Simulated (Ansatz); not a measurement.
# Barriers and T(E) in Si/Be, part 3 of 5

Aim: where the metal's Fermi level sits in the semiconductor's gap in Si/Be, and what the stack passes. The semiconductor is Si diamond(111), undoped, with its far face capped by hydrogen, and the metal is Be hcp(0001) sqrt3 x sqrt3, in direct contact. After relaxation the nearest pair at the metal is Be–Si at 2.43 Å, at a slant. The common net has a side of 3.868 Å, which strains the semiconductor by +0.0 % and the metal by -1.2 %, against typed lattice constants near PBE's. The first steps treat the bulk crystals alone.

Ansatz 0.2.0; PBE DFT, plane waves, PAW files (the session's first sound run).

So far. Step 4 (Relaxation): The largest force component on a free atom ends at 0.018 eV/Å. At one or more of this run's solves the program warned of density in the dipole ramp over its bound, where dipole, forces and levels can be off.

**5. T(E) from the semiconductor into the metal, atomic planes in the barrier 6, gap between the electrodes 11.63 Å**

This step: PBE DFT, plane waves, PAW files; ballistic transmission by layer matching between semi-infinite leads (Ansatz 0.2.0).

System of this step: Si/Be. The cell holds 70 atoms: 24 Si, 45 Be and 1 H. Its edges and angles: a = 3.868 Å, b = 3.868 Å, c = 92.198 Å, α = 90.0°, β = 90.0°, γ = 120.0°. Regions: left electrode, 18 atoms (18 Si); barrier, 6 atoms (6 Si); right electrode, 45 atoms (45 Be). Vacuum lies along c.

The semiconductor is one lead and the metal the other. The lead's open channels mark its band edges against the Fermi level.

Contents of input.yaml:

```yaml
crystal:
  lattice:
    - [3.868, 0.0, 0.0]
    - [-1.934, 3.3497862618, 0.0]
    - [0.0, 0.0, 92.1981145518]
  atoms:
    - { symbol: Si, position: [0.0, 0.0, 0.1681162362] }
    - { symbol: Si, position: [0.33333333, 0.66666667, 0.1766794102] }
    - { symbol: Si, position: [0.33333333, 0.66666667, 0.2023689324] }
    - { symbol: Si, position: [0.66666667, 0.33333333, 0.2109321065] }
    - { symbol: Si, position: [0.66666667, 0.33333333, 0.2366216286] }
    - { symbol: Si, position: [0.0, 0.0, 0.2451848027] }
    - { symbol: Si, position: [0.0, 0.0, 0.2708743249] }
    - { symbol: Si, position: [0.33333333, 0.66666667, 0.2794374989] }
    - { symbol: Si, position: [0.33333333, 0.66666667, 0.3051270211] }
    - { symbol: Si, position: [0.66666667, 0.33333333, 0.3136901951] }
    - { symbol: Si, position: [0.66666667, 0.33333333, 0.3393797173] }
    - { symbol: Si, position: [0.0, 0.0, 0.3479428914] }
    - { symbol: Si, position: [0.0, 0.0, 0.3736324135] }
    - { symbol: Si, position: [0.33333333, 0.66666667, 0.3821955876] }
    - { symbol: Si, position: [0.33333333, 0.66666667, 0.4078851098] }
    - { symbol: Si, position: [0.66666667, 0.33333333, 0.4164482838] }
    - { symbol: Si, position: [0.66666667, 0.33333333, 0.4421175632] }
    - { symbol: Si, position: [0.0, 0.0, 0.4506938374] }
    - { symbol: Si, position: [0.0, 0.0, 0.4763734163] }
    - { symbol: Si, position: [0.33333333, 0.66666667, 0.4849401259] }
    - { symbol: Si, position: [0.33333333, 0.66666667, 0.5106105957] }
    - { symbol: Si, position: [0.66666667, 0.33333333, 0.5191821736] }
    - { symbol: Si, position: [0.66666667, 0.33333333, 0.5450464502] }
    - { symbol: Si, position: [0.0, 0.0, 0.5545029094] }
    - { symbol: Be, position: [0.33058907, 0.00054831, 0.5768734267] }
    - { symbol: Be, position: [0.66995924, 0.66941093, 0.5768734267] }
    - { symbol: Be, position: [0.99945169, 0.33004076, 0.5768734267] }
    - { symbol: Be, position: [0.66666667, 0.33333333, 0.5963787217] }
    - { symbol: Be, position: [0.0, 0.0, 0.5966752709] }
    - { symbol: Be, position: [0.33333333, 0.66666667, 0.5964962381] }
    - { symbol: Be, position: [0.33333333, 0.0, 0.6160559513] }
    - { symbol: Be, position: [0.66666667, 0.66666667, 0.6160559513] }
    - { symbol: Be, position: [0.0, 0.33333333, 0.6160559513] }
    - { symbol: Be, position: [0.66666667, 0.33333333, 0.6353973784] }
    - { symbol: Be, position: [0.0, 0.0, 0.6353973784] }
    - { symbol: Be, position: [0.33333333, 0.66666667, 0.6353973784] }
    - { symbol: Be, position: [0.33333333, 0.0, 0.6547388056] }
    - { symbol: Be, position: [0.66666667, 0.66666667, 0.6547388056] }
    - { symbol: Be, position: [0.0, 0.33333333, 0.6547388056] }
    - { symbol: Be, position: [0.66666667, 0.33333333, 0.6740802327] }
    - { symbol: Be, position: [0.0, 0.0, 0.6740802327] }
    - { symbol: Be, position: [0.33333333, 0.66666667, 0.6740802327] }
    - { symbol: Be, position: [0.33333333, 0.0, 0.6934216598] }
    - { symbol: Be, position: [0.66666667, 0.66666667, 0.6934216598] }
    - { symbol: Be, position: [0.0, 0.33333333, 0.6934216598] }
    - { symbol: Be, position: [0.66666667, 0.33333333, 0.712763087] }
    - { symbol: Be, position: [0.0, 0.0, 0.712763087] }
    - { symbol: Be, position: [0.33333333, 0.66666667, 0.712763087] }
    - { symbol: Be, position: [0.33333333, 0.0, 0.7321045141] }
    - { symbol: Be, position: [0.66666667, 0.66666667, 0.7321045141] }
    - { symbol: Be, position: [0.0, 0.33333333, 0.7321045141] }
    - { symbol: Be, position: [0.66666667, 0.33333333, 0.7514459413] }
    - { symbol: Be, position: [0.0, 0.0, 0.7514459413] }
    - { symbol: Be, position: [0.33333333, 0.66666667, 0.7514459413] }
    - { symbol: Be, position: [0.33333333, 0.0, 0.7707873684] }
    - { symbol: Be, position: [0.66666667, 0.66666667, 0.7707873684] }
    - { symbol: Be, position: [0.0, 0.33333333, 0.7707873684] }
    - { symbol: Be, position: [0.66666667, 0.33333333, 0.7901287956] }
    - { symbol: Be, position: [0.0, 0.0, 0.7901287956] }
    - { symbol: Be, position: [0.33333333, 0.66666667, 0.7901287956] }
    - { symbol: Be, position: [0.33333333, 0.0, 0.8094702227] }
    - { symbol: Be, position: [0.66666667, 0.66666667, 0.8094702227] }
    - { symbol: Be, position: [0.0, 0.33333333, 0.8094702227] }
    - { symbol: Be, position: [0.66666667, 0.33333333, 0.8288116499] }
    - { symbol: Be, position: [0.0, 0.0, 0.8288116499] }
    - { symbol: Be, position: [0.33333333, 0.66666667, 0.8288116499] }
    - { symbol: Be, position: [0.33333333, 0.0, 0.848153077] }
    - { symbol: Be, position: [0.66666667, 0.66666667, 0.848153077] }
    - { symbol: Be, position: [0.0, 0.33333333, 0.848153077] }
    - { symbol: H, position: [0.0, 0.0, 0.151846923] }
kpoints:
  mp_grid: { grid: [8, 8, 1] }
scf:
  occupations: { method: fermi_dirac, width: 0.1 }
  max_iter: 150
hamiltonian:
  xc: pbe
efield:
  axis: 3
  dipole_correction: true
output:
  transmission:
    kmesh: [12, 12]
    e_range: [-2.5, 2.5]
    de: 0.05
    leads: [[7, 9], [45, 51]]
  dos: { projected: true, e_range: [-6, 5], de: 0.05 }
  write_potential: true
  write_density: true
  volumetric_format: npy
  elf: true
```

Run with:

```console
$ ansatz run input.yaml --threads 8 --pin off --max-ram 24576MiB --backend cpu --events-out ev --progress --plain --runs-dir out
```

Numbers of over 12 decimals in the logs are rounded to 6 here.

Output:

```text
[...]
Crystal: 70 atoms, lattice volume = 1194.609 Å³
Basis set: ecut = 420 eV, 23541 PW (Γ)
Bands: 164, of which v1, the nominal top of the filled ones, is band 94 counted from 1 (93 counted from 0)
Symmetry: 3 space group operations
[...]
k-points: 12 of 64 (time reversal used)
[...]
SCF iter   1: F=—  HF=-19447.300038 eV  |F-HF|=—  |Δ(HF+E_count)|=         —  Δρ=2.10e-3  dr2=5.24e0  ethr=1.77e-3  p=-0.126 e·Å  D=-1.91e-2 V/Å  ΔV_dip=1.76 eV  dr2_dipole=2.16e0  V_vac-E_F(+/−)=5.68/3.92 eV  ⟨swp⟩=13.7  Hψ=17624  notcnv=0  defer=261
[...]
SCF iter  13: F=-19447.243567 eV  HF=-19447.243567 eV  |F-HF|=5.19e-8  |Δ(HF+E_count)|=   1.12e-8  Δρ=8.07e-7  dr2=4.42e-8  ethr=5.35e-11  p=-0.067 e·Å  D=-1.02e-2 V/Å  ΔV_dip=0.94 eV  dr2_dipole=1.47e-8  V_vac-E_F(+/−)=5.34/4.40 eV  ⟨swp⟩=22.6  Hψ=11341  notcnv=0
SCF 1 converged in 13 iterations: F = -19447.243567 eV  dr2 = 4.42e-8
[...]
transmission: 149 of 1430 steps passed
transmission: 294 of 1430 steps passed
[...]
transmission: 1430 of 1430 steps passed
WARN: The output density's exchange-correlation potential varies sharply where the density is thin. Do not read a vacuum level from v_tot or v_xc, or from such a field of the output density. On a cell that repeats whose density bears no net charge and no dipole along the vacuum's axis use v_es (v_loc + v_h of the components); under efield.dipole_correction with no amplitude use v_es + v_field, which holds any externa [...]
SCF converged after 13 iterations
Free energy (F): -19447.243567 eV
[...]
Internal energy: -19447.082458 eV  (E = F + TS)
E sigma→0 (E₀):  -19447.163012 eV
Entropy (-TS):   -0.161110 eV (-2.302 meV/atom)
Fermi energy:    3.516643 eV
Dipole field:    D = -0.010220 V/Å  (p = -0.067468 e·Å, saw-weighted, corrected)
Work function:   Φ+ = 5.3403 eV   Φ− = 4.3982 eV
[...]
--- Band table (eV; the first three rows and the last of 12) ---
  k-point 0: bands = [... 90 lower, 2.9132, 2.9301, 2.9915, 2.9915, 3.0533, 3.0533, 3.0991, 3.0991, ... 66 higher]
  k-point 1: bands = [... 90 lower, 3.1291, 3.3717, 3.5337, 3.6116, 3.6672, 3.8438, 3.9702, 4.0794, ... 66 higher]
  k-point 2: bands = [... 90 lower, 2.6373, 3.1406, 3.7688, 4.2488, 4.4834, 4.6360, 4.7361, 4.8137, ... 66 higher]
  k-point 11: bands = [... 90 lower, 2.6860, 3.0491, 3.2886, 3.7091, 3.7389, 4.3746, 4.6381, 4.6918, ... 66 higher]
--- Transmission ---
  basis      : 121 plane waves across, 55 finite elements along
  points     : 26, standing for a mesh of 12 x 12
  energies   : 101 from -2.500000 to 2.500000 eV about the Fermi level, 0.050000 eV apart; the leads are filled to 0.000000 eV, and channels, transmission and decay are at 0.000000 eV
  crystal 0  : Si2, at the sites [7, 9], period 3.1580 Å, over 34.74 Å; its Hamiltonian steps by up to 17.5 meV
    offset         : up to 0.0000 Å between an atom of the period and one for which it stands
    channels       : 0.000000e0 a spin
    conductance    : none, the energies end too early or step too widely for 300 K: set another output.transmission.e_range or a lower de, or, where they end at an eighth of basis.ecutwfc, a higher one
    slowest decay  : 0.0701 /Å at (0.0000, 0.0000)
  crystal 1  : Be6, at the sites [45, 51], period 3.5665 Å, over 23.18 Å; its Hamiltonian steps by up to 44.7 meV: too much for a lead, lay more layers or, if its atoms are ordered, name the step of that order
[...]
channels       : 4.305556e-1 a spin
[...]
slowest decay  : 0.0327 /Å at (0.5000, 0.1667)
  junction   : crystal 0 to crystal 1, 32.87 to 64.17 Å
    transmission   : 0.000000e0 a spin
[...]
```

The job ended after 3.2 min (8 threads of Arm Neoverse V2, shared host; peak memory 7.6 GiB; 24 min of CPU time).

Reading the cycles: dr2 is the Hartree energy of the density residual (eV), the measure of convergence; HF is the Harris–Foulkes estimate of the energy, which meets the free energy F at convergence.

This step gave:

```yaml
free_energy: -19447.2436 eV
fermi_energy: 3.517 eV
level_to_which_the_leads_are_filled: 0 eV from the Fermi level
transmission_at_the_fermi_level_a_spin_zone_mean: 0
channels_of_the_lower_lead: 0
channels_of_the_upper_lead: 0.4306
potential_step_in_the_lower_lead: 17.5 meV
potential_step_in_the_upper_lead: 44.7 meV
work_function_upper_face: 5.340 eV
work_function_lower_face: 4.398 eV
dipole_moment: -0.06747 e·Å
dipole_field: -0.01022 V/Å
```

One spin. Table of transmission, zone mean by energy, zero at the Fermi level:

| energy (eV) | transmission, zone mean |
| --- | --- |
| -2.400 | 0.836 |
| -2.200 | 0.920 |
| -2.000 | 0.802 |
| -1.800 | 0.737 |
| -1.600 | 0.666 |
| -1.400 | 0.480 |
| -1.200 | 0.396 |
| -1.000 | 0.214 |
| -0.800 | 0.0840 |
| -0.600 | 0.0878 |
| -0.400 | 0.0207 |
| -0.200 | 0 |
| 0.000 | 0 |
| 0.200 | 0 |
| 0.400 | 0 |
| 0.600 | 0.0139 |
| 0.800 | 0.0268 |
| 1.000 | 0.0482 |
| 1.200 | 0.297 |
| 1.400 | 0.529 |
| 1.600 | 0.821 |
| 1.800 | 1.04 |
| 2.000 | 1.33 |
| 2.200 | 1.50 |
| 2.300 | 1.55 |
| 2.400 | 1.40 |

One spin. The open channels, zone mean by energy, zero at the Fermi level:

| energy (eV) | lower lead | upper lead |
| --- | --- | --- |
| -2.50 | 1.63 | 2.18 |
| -2.35 | 1.59 | 2.06 |
| -2.25 | 1.72 | 2.01 |
| -2.10 | 1.55 | 1.81 |
| -1.95 | 1.59 | 1.72 |
| -1.80 | 1.55 | 1.72 |
| -1.70 | 1.30 | 1.64 |
| -1.55 | 1.34 | 1.60 |
| -1.40 | 1.05 | 1.35 |
| -1.30 | 0.938 | 1.35 |
| -1.15 | 0.771 | 1.18 |
| -1.00 | 0.646 | 1.12 |
| -0.90 | 0.562 | 1.01 |
| -0.75 | 0.312 | 0.931 |
| -0.60 | 0.312 | 0.931 |
| -0.45 | 0.146 | 0.847 |
| -0.35 | 0.146 | 0.722 |
| -0.20 | 0 | 0.514 |
| -0.05 | 0 | 0.431 |
| 0.00 | 0 | 0.431 |
| 0.05 | 0 | 0.347 |
| 0.20 | 0 | 0.431 |
| 0.35 | 0 | 0.264 |
| 0.45 | 0.0417 | 0.306 |
| 0.60 | 0.208 | 0.347 |
| 0.75 | 0.292 | 0.514 |
| 0.90 | 0.458 | 0.722 |
| 1.00 | 0.583 | 0.979 |
| 1.15 | 0.75 | 1.48 |
| 1.30 | 0.861 | 2.02 |
| 1.40 | 1.03 | 2.06 |
| 1.55 | 1.36 | 2.31 |
| 1.70 | 1.49 | 2.85 |
| 1.80 | 1.82 | 3.52 |
| 1.95 | 1.94 | 3.56 |
| 2.10 | 2.15 | 3.77 |
| 2.25 | 2.24 | 3.56 |
| 2.35 | 2.38 | 3.56 |
| 2.50 | 1.95 | 3.60 |

Projected DOS an atom over height of the atomic layer and energy from the Fermi level. Layers: H Si Si Si Si Si Si Si Si Si Si Si Si Si Si Si Si Si Si Si Si Si Si Si Si Be3 Be3 Be3 Be3 Be3 Be3 Be3 Be3 Be3 Be3 Be3 Be3 Be3 Be3 Be3; projections on atoms miss part of the total, and the computed bands can run out at the top of the range; a column is the mean of 3 neighbouring layers, the last of those left over.

Values in states/eV, 22 rows by 14 columns, each cell a mean:
```
0.325 0.351 0.389 0.381 0.376 0.382 0.363 0.373 0.128 0.027 0.023 0.025 0.043 0.115
0.355 0.391 0.408 0.409 0.411 0.419 0.437 0.447 0.149 0.037 0.037 0.035 0.047 0.085
0.469 0.558 0.552 0.541 0.567 0.585 0.619 0.549 0.166 0.042 0.036 0.038 0.058 0.084
0.555 0.748 0.709 0.745 0.707 0.685 0.661 0.599 0.180 0.049 0.047 0.042 0.070 0.093
0.425 0.482 0.495 0.459 0.492 0.502 0.508 0.548 0.218 0.081 0.066 0.062 0.111 0.094
0.444 0.644 0.595 0.614 0.603 0.605 0.601 0.607 0.267 0.152 0.097 0.147 0.124 0.041
0.305 0.556 0.564 0.557 0.539 0.513 0.490 0.481 0.239 0.148 0.231 0.202 0.062 0.015
0.125 0.278 0.280 0.266 0.266 0.259 0.249 0.316 0.204 0.057 0.064 0.047 0.023 0.013
0.032 0.114 0.135 0.135 0.127 0.113 0.091 0.105 0.079 0.015 0.013 0.011 0.014 0.017
0.007 0.016 0.018 0.019 0.019 0.016 0.021 0.044 0.028 0.009 0.007 0.010 0.027 0.058
0.010 0.012 0.016 0.024 0.028 0.038 0.049 0.126 0.048 0.017 0.014 0.016 0.042 0.077
0.086 0.130 0.159 0.168 0.175 0.187 0.204 0.227 0.077 0.027 0.011 0.014 0.047 0.092
0.220 0.347 0.386 0.375 0.381 0.411 0.451 0.451 0.173 0.042 0.036 0.039 0.086 0.134
0.413 0.633 0.603 0.610 0.619 0.624 0.607 0.578 0.236 0.060 0.056 0.056 0.080 0.155
0.515 0.741 0.677 0.706 0.709 0.686 0.705 0.658 0.282 0.065 0.069 0.071 0.075 0.179
0.499 0.755 0.782 0.741 0.747 0.764 0.737 0.673 0.311 0.092 0.081 0.084 0.099 0.177
0.487 0.658 0.567 0.600 0.590 0.588 0.619 0.582 0.315 0.104 0.118 0.113 0.095 0.191
0.443 0.474 0.588 0.553 0.553 0.551 0.533 0.529 0.314 0.119 0.106 0.108 0.121 0.189
0.608 0.438 0.430 0.434 0.419 0.384 0.331 0.374 0.301 0.131 0.132 0.134 0.141 0.172
0.081 0.156 0.145 0.151 0.144 0.141 0.149 0.207 0.254 0.173 0.164 0.168 0.173 0.177
0.086 0.164 0.149 0.156 0.155 0.160 0.167 0.191 0.218 0.183 0.195 0.183 0.182 0.171
0.133 0.203 0.220 0.206 0.223 0.222 0.230 0.220 0.192 0.186 0.180 0.196 0.166 0.143
```
Columns: height of the atomic layer (Å) from 15.3 to 78.2 (not evenly spaced); rows upwards: energy from the Fermi level (eV) from -6 to 5.

Electrostatic potential energy in the ca plane at fractional y = 0.000, with atoms of Si and Be and H within 0.2 Å of it. With pseudopotentials it is smooth inside the atoms' cores, unlike the true potential.

Values in eV, 6 rows by 16 columns, each cell a mean:
```
  8   8   8   8   8   8   7  -5 -21 -21   5   7   7   7   6 -18
  8   8   8   8   8   8   8   7   0   0   6   6   4   5   6   0
  8   8   8   8   8   8   8   8   6   2   4   4   0   3   4   2
  8   8   8   8   8   8   8   8   5   2   4   4   1   4   5   2
  8   8   8   8   8   8   8   6  -5  -6   6   6   5   6   6  -4
  8   8   8   8   8   8   7 -14 -25 -25   5   7   7   7   5 -22
```
Columns run along c (16.0 Å, from fractional 0.07 to 0.25 of the cell; values clipped at the 3rd and 97th percentile), rows up along a (3.9 Å). Atoms in or near the plane, at fractional coordinates: Si at (0.17, 0.00), Si at (0.25, 0.00), H at (0.15, 0.00).

Valence density in the ca plane at fractional y = 0.000, with atoms of Si and Be and H within 0.2 Å of it. It is the smooth field of the valence electrons, not physical close to the nuclei.

Values in e/Å³, 6 rows by 16 columns, each cell a mean:
```
0.31 0.10 0.03 0.06 0.04 0.06 0.30 0.28 0.32 0.27 0.25 0.23 0.28 0.28 0.22 0.26
0.33 0.12 0.09 0.20 0.11 0.09 0.29 0.27 0.21 0.24 0.23 0.23 0.23 0.23 0.23 0.23
0.22 0.14 0.19 0.45 0.23 0.12 0.22 0.14 0.16 0.25 0.24 0.24 0.24 0.24 0.25 0.24
0.25 0.13 0.16 0.38 0.20 0.12 0.24 0.17 0.17 0.18 0.28 0.29 0.21 0.24 0.29 0.28
0.36 0.11 0.07 0.13 0.08 0.08 0.32 0.33 0.25 0.22 0.28 0.29 0.24 0.26 0.29 0.28
0.25 0.10 0.03 0.04 0.03 0.06 0.27 0.23 0.34 0.28 0.25 0.21 0.29 0.29 0.19 0.27
```
Columns run along c (16.0 Å, from fractional 0.48 to 0.65 of the cell), rows up along a (3.9 Å). Atoms in or near the plane, at fractional coordinates: Si at (0.55, 0.00), Be at (0.58, 0.33), Be at (0.60, 0.00), Be at (0.62, 0.33), Be at (0.64, 0.00).

ELF in the ca plane at fractional y = 0.000, with atoms of Si and Be and H within 0.2 Å of it. It is the smooth field of the valence electrons, not physical close to the nuclei.

Values in units of 1e-1, 6 rows by 16 columns, each cell a mean:
```
 0.0  0.0  0.0  0.0  0.1  3.9  9.7  9.9  5.8  5.4  2.4  0.4  1.1  0.5  2.0  5.5
 0.0  0.0  0.0  0.0  0.0  0.8  5.3  6.0  5.3  8.2  3.3  2.6  5.9  3.0  2.8  7.9
 0.0  0.0  0.0  0.0  0.0  0.0  0.1  0.4  3.0  6.2  3.8  5.4  9.1  5.9  3.7  6.0
 0.0  0.0  0.0  0.0  0.0  0.0  0.7  1.2  3.7  7.0  3.7  4.8  8.7  5.3  3.5  6.8
 0.0  0.0  0.0  0.0  0.0  1.6  7.5  8.1  5.6  8.0  3.0  1.7  4.1  1.9  2.5  7.8
 0.0  0.0  0.0  0.0  0.1  4.6  9.8 10.0  6.0  4.3  2.2  0.2  0.5  0.3  1.8  4.4
```
Columns run along c (16.0 Å, from fractional 0.07 to 0.25 of the cell), rows up along a (3.9 Å). Atoms in or near the plane, at fractional coordinates: Si at (0.17, 0.00), Si at (0.25, 0.00), H at (0.15, 0.00).

The semiconductor's channels close between -0.25 and +0.40 eV. In the worse lead the potential repeats within 45 meV, which the program flags as too much for a lead, so the metal lead, which has this step, is on the short side.

(Continued in part 4 of 5.)

[Logs are printed without paths, hosts, clocks, repeated set-up lines and the standing remarks that a program may print on its own settings, such as how far it seeks lower states.]

[Hosts, paths, dates, database ids (printed as entryN), source tags and the programs' standing remarks are cut or masked in the printed files.]
